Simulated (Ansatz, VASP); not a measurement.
**One calculation of AlN, two programs**

File INCAR:

```
PREC = Accurate ; ENCUT = 520
EDIFF = 1E-6 ; ISMEAR = 0
SIGMA = 0.05 ; LREAL = False
LASPH = True ; NELM = 100
ALGO = Normal ; ISIF = 2
LWAVE = False ; LCHARG = False
NBANDS = 16
```

Contents of KPOINTS:

```
Automatic mesh
0
Gamma
  8 8 6
```

The input POSCAR:

```
AlN
1.0
    0.0000000000     -2.0055201245     -2.0055201245
    0.0000000000      2.0055201245     -2.0055201245
    4.0110402489      0.0000000000      0.0000000000
Al N
2 2
Direct
    0.5223383448      0.4776616552      0.0000000000
   -0.0223383448      0.0223383448      0.5000000000
    0.4908511594      0.5091488406      0.5000000000
    0.0091488406      0.9908511594      0.0000000000
```

Input for Ansatz:

```yaml
crystal:
  lattice:
    - [0.0, -2.0055201245, -2.0055201245]
    - [0.0, 2.0055201245, -2.0055201245]
    - [4.0110402489, 0.0, 0.0]
  atoms:
    - { symbol: Al, position: [0.5223383448, 0.4776616552, 0.0] }
    - { symbol: Al, position: [-0.0223383448, 0.0223383448, 0.5] }
    - { symbol: "N", position: [0.4908511594, 0.5091488406, 0.5] }
    - { symbol: "N", position: [0.0091488406, 0.9908511594, 0.0] }
basis:
  ecutwfc: 520.0
kpoints:
  mp_grid: { grid: [8, 8, 6] }
hamiltonian:
  xc: lda
scf:
  occupations: { method: gaussian, width: 0.05 }
output:
  forces: true
  stress: true
  eigenvalues: true
```

Change from the starting cell: mode 4 frozen in at -0.090 Å, equal normal strain along x, y and z +0.0000.

Alike in both runs: task single point; functional LDA; k mesh 8 × 8 × 6; occupations gaussian, width 0.05 eV; no spin polarisation.

|  | VASP | Ansatz |
| --- | --- | --- |
| version | VASP 6.6.1 | Ansatz 0.2.0 |
| potentials or method | VASP PAW LDA potentials, release 64 (Al, N) | scalar-relativistic, plane waves, PAW |
| plane-wave cutoff (eV) | 520 | 520 |
| valence electrons in the cell | 16 | 16 |

```csv
,VASP,Ansatz,Ansatz less VASP
gap on the k mesh at the Fermi level (eV),4.64,4.65,+0.013
least direct gap on the mesh (eV),4.70,4.71,+0.013
pressure (GPa),1.4,0.7,-0.62
largest component of the traceless stress (GPa),1.29,1.28,-0.014
rms of the force components (eV/Å),0.424,0.420,-0.0044
```

Atom by atom the forces differ by 0.008 eV/Å (rms over components).

Caveats: forces of over 1 eV/Å show positions far from the minimum, so gaps and moduli don't describe the material at rest. A k mesh can miss the band edges.
